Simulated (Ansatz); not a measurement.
**Bands, cutoff and cost in G0W0 for MoS2/MoS2 (multilayer of trigonal-prismatic sheets)**

Wanted: a G0W0 gap for MoS2/MoS2 (multilayer of trigonal-prismatic sheets) that is converged in bands and cutoff, or an estimate of the limit.

Calculated with Ansatz 0.2.0; G0W0 on PBE, plane waves, PAW.

### Step 1. Starting point

The cell holds 6 atoms: 2 Mo and 4 S. Cell: a = 3.152 Å, b = 3.152 Å, c = 41.600 Å, α = 90.0°, β = 90.0°, γ = 120.0°. Regions: layer 1 (MoS2), 3 atoms (1 Mo and 2 S); layer 2 (MoS2), 3 atoms (1 Mo and 2 S). Vacuum lies along c.

The structure was relaxed with PBE-D3(BJ). The runs that relaxed it are not among those shown. The default PAW set here is soft_2. Its files were made with PBE. The Coulomb interaction is cut off across the vacuum.

### Step 2. 190 empty bands, screening to 38 eV

Now the one-shot GW correction: screening in the RPA, then the self-energy of the levels asked for.

File input.yaml:

```yaml
crystal:
  lattice:
    - [3.1517644627, 0.0, 0.0]
    - [-1.5758822313, 2.7295080914, 0.0]
    - [0.0, 0.0, 41.6]
  atoms:
    - { symbol: Mo, position: [0.3333333333, 0.6666666667, 0.4271354801] }
    - { symbol: S, position: [0.6666666667, 0.3333333333, 0.4647836221] }
    - { symbol: S, position: [0.6666666667, 0.3333333333, 0.3894521398] }
    - { symbol: Mo, position: [0.6666666667, 0.3333333333, 0.5728645199] }
    - { symbol: S, position: [0.3333333333, 0.6666666667, 0.6105478602] }
    - { symbol: S, position: [0.3333333333, 0.6666666667, 0.5352163779] }
  periodic: [true, true, false]
kpoints:
  mp_grid: { grid: [9, 9, 1] }
hamiltonian:
  xc: pbe
scf:
  occupations: { method: fixed }
gw:
  n_empty_bands: 190
  ecut_chi: 38
  qp_bands: [v2, c2]
  qp_kpoints: band_edges
  screening: { model: contour_deformation }
```

On the command line:

```
ansatz run input.yaml --threads 3 --pin off --max-ram 92160MiB --backend cuda --events-out ev --progress --plain --runs-dir out --devices 1 --max-vram 13GiB  # rebuilt from the run's record
```

Numbers of over 12 decimals in the logs are rounded to 6 here.

What it wrote:

```text
GPUs: using 1 of 1 available (devices: 1).
Engine: ansatz 0.2.0, x86_64-unknown-linux-gnu
Pseudopotentials: kind: paw
Pseudopotential: Mo, paw, valence charge 14, recommended cutoff 420 eV (normal), Mo.paw.azcp
Pseudopotential: S, paw, valence charge 6, recommended cutoff 420 eV (normal), S.paw.azcp
Functional definition: PBE
  parameter kappa = 0.804
  parameter beta = 0.066725
  exchange = pbe_x(kappa = kappa, mu = beta*pi^2/3)
  correlation = pbe_c(beta = beta)
device memory: the entry about to start is reckoned to put 2.5 GiB on a device that reports 41.2 GiB free (of which the cap on the GPU budget leaves the run 13.0 GiB)
GPU FFT provider: cuFFT
GPU libraries: cuBLAS 13.8.2, cuFFT 12.4.0, cuSOLVER 12.3.4
Crystal: 6 atoms, lattice volume = 357.875 Å³
Basis set: ecut = 420 eV, 6919 PW (Γ)
Bands: 32, of which v1, the nominal top of the filled ones, is band 26 counted from 1 (25 counted from 0)
Symmetry: 12 space group operations
Space group: P-3m1 (ITA 164), of the structure as read, at distance tolerance 7.1e-5 Å
k-points: 12 of 81
Non-local potential: Mo, projectors of the file, l = 0: 3, l = 1: 2, l = 2: 2, l = 3: 1
Non-local potential: S, projectors of the file, l = 0: 2, l = 1: 2, l = 2: 2
PAW form: soft (Blöchl's): semilocal exchange-correlation on the pseudo side does not see the compensation charge
PAW one-centre angular grid: Mo, 590 points (default); XC on 64 Gauss nodes
PAW one-centre angular grid: S, 110 points (default); XC on 64 Gauss nodes
Initial density: superposition of atomic densities (neutral atoms: chi_scale 0, normalization atom), corrected by the library's trained network
Initial wavefunctions: pseudopotential atomic-orbital guess
GPU buffer pool allocated for 165888 grid points (all kernels)
GPU transforms: local potential and band sums: pruned to the plane-wave sphere, on 24×24×288
Functional: x = pbe(κ = 0.804, μ = 0.219515), c = pbe(β = 0.066725)
SCF iter   1: F=—  HF=-13525.538614 eV  |F-HF|=—  |Δ(HF+E_count)|=         —  Δρ=3.22e-3  dr2=8.41e-2  ethr=1.77e-3  ⟨swp⟩=7.4  Hψ=2353  notcnv=0  defer=37
preconditioner: auto → Resta (q_TF=auto, 1.978 Å⁻¹)  ε∞=3.3  [insulator: Δε(μ)=1.255 eV  Ē_g=7.787 eV  n_scr=26 (ndim 8)  ℏωp=11.8 eV  f_vac=0.691  ε∞_Penn≈3.3  vacuum switching on, ρ_ref=4.4e-3 e/Å³]
SCF iter   2: F=—  HF=-13525.549999 eV  |F-HF|=—  |Δ(HF+E_count)|=   1.14e-2  Δρ=2.30e-3  dr2=8.35e-2  ethr=1.62e-4  ⟨swp⟩=4.5  Hψ=876  notcnv=0  defer=48
SCF iter   3: F=—  HF=-13525.543918 eV  |F-HF|=—  |Δ(HF+E_count)|=   6.08e-3  Δρ=1.47e-3  dr2=1.96e-3  ethr=1.61e-4  ⟨swp⟩=2.5  Hψ=525  notcnv=0  defer=47
SCF iter   4: F=—  HF=-13525.547913 eV  |F-HF|=—  |Δ(HF+E_count)|=   3.99e-3  Δρ=2.96e-4  dr2=6.81e-4  ethr=3.77e-6  ⟨swp⟩=3.8  Hψ=998  notcnv=0  defer=48
SCF iter   5: F=—  HF=-13525.547986 eV  |F-HF|=—  |Δ(HF+E_count)|=   7.32e-5  Δρ=7.56e-5  dr2=5.93e-5  ethr=1.31e-6  ⟨swp⟩=3.0  Hψ=652  notcnv=0  defer=48
SCF iter   6: F=—  HF=-13525.547985 eV  |F-HF|=—  |Δ(HF+E_count)|=   1.12e-6  Δρ=3.98e-5  dr2=9.03e-6  ethr=1.14e-7  ⟨swp⟩=3.3  Hψ=820  notcnv=0  defer=48
SCF iter   7: F=—  HF=-13525.547988 eV  |F-HF|=—  |Δ(HF+E_count)|=   3.01e-6  Δρ=1.72e-5  dr2=4.80e-6  ethr=1.74e-8  ⟨swp⟩=3.5  Hψ=826  notcnv=0  defer=48
SCF iter   8: F=—  HF=-13525.547987 eV  |F-HF|=—  |Δ(HF+E_count)|=   6.38e-7  Δρ=4.97e-6  dr2=4.01e-7  ethr=9.23e-9  ⟨swp⟩=2.7  Hψ=682  notcnv=0  defer=48
SCF iter   9: F=-13525.547987 eV  HF=-13525.547987 eV  |F-HF|=9.81e-9  |Δ(HF+E_count)|=   9.60e-9  Δρ=1.21e-6  dr2=1.18e-8  ethr=1.92e-10  ⟨swp⟩=12.3  Hψ=2076  notcnv=0
SCF 1 converged in 9 iterations: F = -13525.547987 eV  dr2 = 1.18e-8
  greatest PAW one-centre occupation: 0.998 electrons in one spin orbital (limit 2), on the Mo atom at site 3 (counted from 0), in its partial waves of l = 0
device memory: the entry about to start is reckoned to put 2.6 GiB (of the 2.8 GiB reckoned in all, the device holds 0.2 GiB already) on a device that reports 41.0 GiB free (of which the cap on the GPU budget leaves the run 12.8 GiB)
NSCF: frozen V_eff on 12 k-points, pencils in batches of 32, up to order 128
the band table was solved once the SCF had ended and its energy, with any forces and stress, was formed, with the checks that follow a solve (2173 applications of the Hamiltonian). They found nothing against the state; the energy, forces and stress were not computed again (output.eigenvalues in the input reference)
device memory: the entry about to start is reckoned to put 4.6 GiB on a device that reports 38.4 GiB free (of which the cap on the GPU budget leaves the run 13.0 GiB)
NSCF: frozen V_eff on 12 k-points
G₀W₀ screening: q 1/12
[... further progress lines ...]
device memory: the entry about to start is reckoned to put 1.2 GiB on a device that reports 26.7 GiB free (of which the cap on the GPU budget leaves the run 13.0 GiB)
NSCF: frozen V_eff on 1 k-points
SCF converged after 9 iterations
Free energy (F): -13525.547987 eV
Harris-Foulkes:  -13525.547987 eV  (|F-HF|=9.81e-9)
Internal energy: -13525.547987 eV  (E = F + TS)
E sigma→0 (E₀):  -13525.547987 eV
Fermi energy:    -5.426644 eV
--- Per-component energies (eV) ---
  E_band       = -1152.417027
  E_kinetic    = 1313.402510
  E_local      = -192783.475039  (includes V_loc(G=0)·N_el)
  E_nonlocal   = 398.407500
  E_hartree    = 95518.366315
  E_xc         = -757.540101
  E_vxc        = -810.717970  (∫ρ·V_xc dr)
  E_paw        = -8803.141673  (= ΣΔE_a)
  E_vpaw       = -306.784246  (= ΣTr[D̂ρ^β])
  E_aug_tail   = 0.000080  (compensation charges beyond the density's cutoff)
  E_ewald      = 91588.432421
  E_smearing   = -0.000000  (= −TS)
  E_closure    = 0.000000  (closes the sum)
  Σ components = -13525.547987   (vs F -13525.547987, Δ=0.00e0)
--- Band table (eV; the first three rows and the last of 12) ---
  k-point 0: bands = [... 22 lower, -7.3617, -7.2087, -6.1877, -5.4266, -3.1040, -3.1040, -3.0805, -3.0805, ... 2 higher]
  k-point 1: bands = [... 22 lower, -7.1944, -6.7827, -6.2256, -5.7056, -3.3175, -3.2843, -3.2798, -3.1387, ... 2 higher]
  k-point 2: bands = [... 22 lower, -7.3542, -6.9723, -6.5658, -6.4817, -3.8800, -3.5171, -3.5074, -3.3711, ... 2 higher]
  k-point 11: bands = [... 22 lower, -8.0709, -8.0709, -5.9816, -5.8822, -4.1393, -4.1393, -3.2095, -2.6220, ... 2 higher]
--- G₀W₀: contour deformation, 7 samples at zero and on the imaginary axis and 2 off it, 81 q-points, 190 empty bands' worth ---
  eigenvalues of the whole cell's RPA ε∞ on this k-mesh (on a slab, of 1 + 4πα/V) = 1.2432, 5.1721, 5.1721; static W/v taken at q = 0 is 0.367261
  bands read: the sum over 216 bands ends inside a degenerate multiplet in 1 slot, whose members it reads at an even weight; the widest, k=0: bands 216 to 217 (counted from 1) at 1/2 each
  gw.qp_kpoints: band_edges: 11 of 12 stored k-points solved, in 1 pass; an edge of the gap read off the rows below is read off those points alone
    valence top: of the k-points left out ik 8 came nearest to being solved in a further pass, in band 26 (counted from 1, as in the quasiparticle table): it holds the edge there only if its correction is more favourable than any solved in that band by at least 0.777 eV; those differ by 0.279 eV
    conduction bottom: of the k-points left out ik 8 came nearest to being solved in a further pass, in band 27 (counted from 1, as in the quasiparticle table): it holds the edge there only if its correction is more favourable than any solved in that band by at least 0.519 eV; those differ by 0.290 eV
    ik  band        ε_KS         Σx   Σc(E_QP)       V_xc       Z   E_QP_lin       E_QP  E_QP is
     0    25     -6.1877   -18.6223     1.4142   -17.5253  0.7328    -5.8724    -5.8705  root
     0    26     -5.4266   -19.3935     1.1950   -18.6348  0.7414    -4.9931    -4.9904  root
     0    27     -3.1040   -13.8020    -3.6390   -18.5073  0.7387    -2.0027    -2.0376  root
     0    28     -3.1040   -13.8020    -3.6390   -18.5073  0.7387    -2.0027    -2.0376  root
     1    25     -6.2256   -18.8907     1.4596   -17.7690  0.7326    -5.8899    -5.8878  root
     1    26     -5.7056   -19.3896     1.3398   -18.4640  0.7403    -5.2940    -5.2914  root
     1    27     -3.3175   -13.6222    -3.5326   -18.1223  0.7323    -2.3187    -2.3500  root
     1    28     -3.2843   -13.7314    -3.7101   -18.4997  0.7405    -2.1924    -2.2262  root
     2    25     -6.5658   -19.2824     1.6165   -18.0267  0.7292    -6.2076    -6.2050  root
     2    26     -6.4817   -19.3015     1.5887   -18.0827  0.7323    -6.1145    -6.1118  root
     2    27     -3.8800   -13.5153    -3.4573   -17.9157  0.7408    -2.9131    -2.9369  root
     2    28     -3.5171   -13.7275    -3.6013   -18.3179  0.7347    -2.4970    -2.5280  root
     3    25     -6.9926   -18.6980     1.7669   -17.2073  0.7266    -6.7183    -6.7164  root
     3    26     -6.8450   -18.9851     1.7284   -17.5694  0.7300    -6.5343    -6.5323  root
     3    27     -3.7199   -14.2553    -3.7248   -18.9986  0.7340    -2.6700    -2.7015  root
     3    28     -3.6909   -15.3930    -3.6753   -20.1935  0.7302    -2.5255    -2.5657  root
     4    25     -6.7218   -18.0265     1.7371   -16.4697  0.7383    -6.5423    -6.5416  root
     4    26     -6.6049   -18.3315     1.6829   -16.8751  0.7390    -6.3795    -6.3785  root
     4    27     -3.6107   -16.5161    -3.9778   -21.7169  0.7241    -2.3342    -2.3877  root
     4    28     -3.5725   -16.5066    -3.9950   -21.7226  0.7234    -2.2969    -2.3514  root
     5    25     -6.4152   -19.3236     1.5760   -18.1135  0.7303    -6.0518    -6.0492  root
     5    26     -6.2420   -19.3833     1.5519   -18.2132  0.7356    -5.8628    -5.8602  root
     5    27     -3.8696   -13.4671    -3.3551   -17.7553  0.7419    -2.9135    -2.9364  root
     5    28     -3.5704   -13.6424    -3.5539   -18.1935  0.7378    -2.5431    -2.5731  root
[...]
10    25     -6.2709   -19.0773     1.2029   -18.2929  0.7361    -5.8553    -5.8523  root
    10    26     -6.1772   -19.3056     1.1754   -18.5808  0.7366    -5.7298    -5.7266  root
    10    27     -3.8532   -15.8762    -3.4639   -20.4490  0.7316    -2.7081    -2.7444  root
    10    28     -3.7375   -16.1559    -3.5354   -20.8283  0.7289    -2.5591    -2.6005  root
    11    25     -5.9816   -19.1120     0.8926   -18.6917  0.7381    -5.5125    -5.5093  root
    11    26     -5.8822   -19.3397     0.8660   -18.9793  0.7383    -5.3800    -5.3765  root
    11    27     -4.1393   -16.2177    -3.2400   -20.5855  0.7357    -2.9769    -3.0113  root
    11    28     -4.1393   -16.2177    -3.2400   -20.5855  0.7357    -2.9769    -3.0113  root
```

Elapsed: 55 s, on 1 × NVIDIA H100 80GB HBM3 (shared by 6 runs) with 3 threads of AMD EPYC 7R13 (Zen 3), shared host; peak memory 1.5 GiB.

This step gave:

| Item | Value |
| --- | --- |
| bands summed | 216 |
| plane waves in the screening matrix | 215 |
| q-points in the mesh | 81 |
| G0W0 gap on the mesh | 1.793 eV |
| k of the valence top | 0, 0, 0 |
| k of the conduction bottom | 0.1111, 0.2222, 0 |
| starting gap on the mesh | 1.285 eV |
| Z at the valence top | 0.7414 |
| Z at the conduction bottom | 0.7439 |
| least direct G0W0 gap on the computed points | 2.365 eV |

The gap on the mesh goes from 1.29 eV to 1.79 eV, a correction of +0.51 eV. Between the two edge states, bare exchange in place of the xc potential would open the gap by 5.04 eV, and correlation takes back 4.54 eV.

### Step 3. 475 empty bands, screening to 70 eV

Bands and screening cutoff are moved together, since each hides the error of the other.

Changes to input.yaml since step 2:

```diff
@@ -19,5 +19,6 @@
   occupations: { method: fixed }
+  convergence: { dr2_threshold: 1.0e-10 }
 gw:
-  n_empty_bands: 190
-  ecut_chi: 38
+  n_empty_bands: 475
+  ecut_chi: 70.0
   qp_bands: [v2, c2]
```

What it wrote:

```text
GPUs: using 1 of 1 available (devices: 1).
[...]
GPU FFT provider: cuFFT
GPU libraries: cuBLAS 13.8.2, cuFFT 12.4.0, cuSOLVER 12.3.4
Crystal: 6 atoms, lattice volume = 357.875 Å³
Basis set: ecut = 420 eV, 6919 PW (Γ)
Bands: 32, of which v1, the nominal top of the filled ones, is band 26 counted from 1 (25 counted from 0)
Symmetry: 12 space group operations
[...]
k-points: 12 of 81
[...]
GPU buffer pool allocated for 165888 grid points (all kernels)
[...]
SCF iter   1: F=—  HF=-13525.538614 eV  |F-HF|=—  |Δ(HF+E_count)|=         —  Δρ=3.22e-3  dr2=8.41e-2  ethr=1.77e-3  ⟨swp⟩=7.4  Hψ=2353  notcnv=0  defer=37
[...]
SCF iter  12: F=-13525.547987 eV  HF=-13525.547987 eV  |F-HF|=1.44e-10  |Δ(HF+E_count)|=  3.82e-11  Δρ=2.15e-8  dr2=5.44e-12  ethr=1.00e-12  ⟨swp⟩=11.4  Hψ=1842  notcnv=0
SCF 1 converged in 12 iterations: F = -13525.547987 eV  dr2 = 5.44e-12
[...]
NSCF: frozen V_eff on 12 k-points, pencils in batches of 32, up to order 128
[...]
NSCF: frozen V_eff on 12 k-points
G₀W₀ screening: q 1/12
[... further progress lines ...]
[...]
SCF converged after 12 iterations
Free energy (F): -13525.547987 eV
[...]
Internal energy: -13525.547987 eV  (E = F + TS)
E sigma→0 (E₀):  -13525.547987 eV
Fermi energy:    -5.426601 eV
[...]
--- Band table (eV; the first three rows and the last of 12) ---
  k-point 0: bands = [... 22 lower, -7.3617, -7.2086, -6.1877, -5.4266, -3.1039, -3.1039, -3.0804, -3.0804, ... 2 higher]
  k-point 1: bands = [... 22 lower, -7.1943, -6.7827, -6.2256, -5.7055, -3.3174, -3.2843, -3.2797, -3.1387, ... 2 higher]
  k-point 2: bands = [... 22 lower, -7.3542, -6.9722, -6.5658, -6.4817, -3.8800, -3.5170, -3.5074, -3.3711, ... 2 higher]
  k-point 11: bands = [... 22 lower, -8.0708, -8.0708, -5.9816, -5.8821, -4.1392, -4.1392, -3.2095, -2.6220, ... 2 higher]
[...]
0    25     -6.1877   -18.6223     1.1097   -17.5253  0.7260    -6.1750    -6.1749  root
     0    26     -5.4266   -19.3935     0.8425   -18.6348  0.7333    -5.3429    -5.3428  root
     0    27     -3.1039   -13.8020    -3.9805   -18.5073  0.7305    -2.3649    -2.3791  root
     0    28     -3.1039   -13.8020    -3.9805   -18.5073  0.7305    -2.3649    -2.3791  root
     1    25     -6.2256   -18.8907     1.1481   -17.7690  0.7255    -6.1992    -6.1992  root
     1    26     -5.7055   -19.3896     0.9953   -18.4640  0.7322    -5.6359    -5.6358  root
     1    27     -3.3174   -13.6222    -3.8559   -18.1223  0.7239    -2.6611    -2.6733  root
     1    28     -3.2843   -13.7315    -4.0373   -18.4998  0.7328    -2.5391    -2.5533  root
[...]
11    25     -5.9816   -19.1120     0.5522   -18.6917  0.7308    -5.8500    -5.8497  root
    11    26     -5.8821   -19.3397     0.5164   -18.9793  0.7308    -5.7265    -5.7261  root
    11    27     -4.1392   -16.2177    -3.6063   -20.5855  0.7276    -3.3646    -3.3777  root
    11    28     -4.1392   -16.2177    -3.6063   -20.5855  0.7276    -3.3646    -3.3777  root
```

Elapsed: 2 min, on 1 × NVIDIA H100 80GB HBM3 (shared by 6 runs) with 3 threads; peak memory 2.5 GiB.

Numbers from this step:

| Property | Result |
| --- | --- |
| bands summed | 501 |
| plane waves in the screening matrix | 465 |
| q-points in the mesh | 81 |
| G0W0 gap on the mesh | 1.836 eV |
| k of the valence top | 0, 0, 0 |
| k of the conduction bottom | 0.1111, 0.2222, 0 |
| starting gap on the mesh | 1.285 eV |
| Z at the valence top | 0.7333 |
| Z at the conduction bottom | 0.7367 |
| least direct G0W0 gap on the computed points | 2.348 eV |

Against the run with 9×9×1 mesh, 190 empty bands, screening to 38 eV, the gap moves by +0.04 eV.

### Step 4. Convergence and cost

Times are wall times on 1 × NVIDIA H100 80GB HBM3 (shared by 6 runs) with 3 threads of AMD EPYC 7R13 (Zen 3), shared host, good to a factor of about two.

```
 mesh        files            frequency  bands summed  cutoff (eV)  start (eV)  G0W0 (eV)   time  host memory (GiB)
9×9×1  default PAW  contour deformation           216           38       1.285      1.793   55 s                1.5
9×9×1  default PAW  contour deformation           501           70       1.285      1.836  2 min                2.5
```

The parts of the quasiparticle energy at the two band edges (eV; QP = start + Σx + Σc − Vxc):

```
      run               edge  start      Σx     Σc     Vxc     Z     QP
216 bands        valence top  -5.43  -19.39   1.20  -18.63  0.74  -4.99
216 bands  conduction bottom  -4.14  -13.66  -3.34  -17.94  0.74  -3.20
501 bands        valence top  -5.43  -19.39   0.84  -18.63  0.73  -5.34
501 bands  conduction bottom  -4.14  -13.66  -3.65  -17.94  0.74  -3.51
```

### Step 5. What came out

| Item | Value |
| --- | --- |
| 216 bands, 38 eV | 1.793 eV |
| 501 bands, 70 eV | 1.836 eV |
| estimated limit in bands and cutoff | 1.87 eV |
| mesh and start | 9×9×1, PBE |

In words: A line in one over the bands through the two rungs gives 1.87 eV, +0.03 eV from the top rung; with two points alone it is an unchecked estimate. The rungs stand 0.08 eV (216 bands) and 0.03 eV (501 bands) from it. From 216 to 501 bands the gap moves by +0.04 eV while the time grows 2.2-fold. Σc changes by −0.35 eV at the valence top and −0.31 eV at the conduction bottom, so the levels themselves move more than the gap between them. The 9×9×1 mesh misses a band edge: over a band path and its finer mesh (run apart) the PBE gap is 1.21 eV, so the G0W0 gap over the zone may lie about 0.07 eV below its value on the mesh. The mesh in the plane is coarse for a sheet; gap and any exciton binding can still move on denser ones. The many-body steps are scalar-relativistic: spin-orbit coupling is not in them.

[Paths, hosts, dates, memory and timing lines, banners, echoed tables and standing remarks are left out of the program output.]

[Logs are printed without paths, hosts, clocks, repeated set-up lines and the standing remarks that a program may print on its own settings, such as how far it seeks lower states.]

[Runs of the session that timed out or met a known fault of the program may be left out.]

[Cells called generated may have been cut or substituted from an entry of the Crystallography Open Database or the Materials Project.]

[Hosts, paths, dates, database ids (printed as entryN), source tags and the programs' standing remarks are cut or masked in the printed files.]
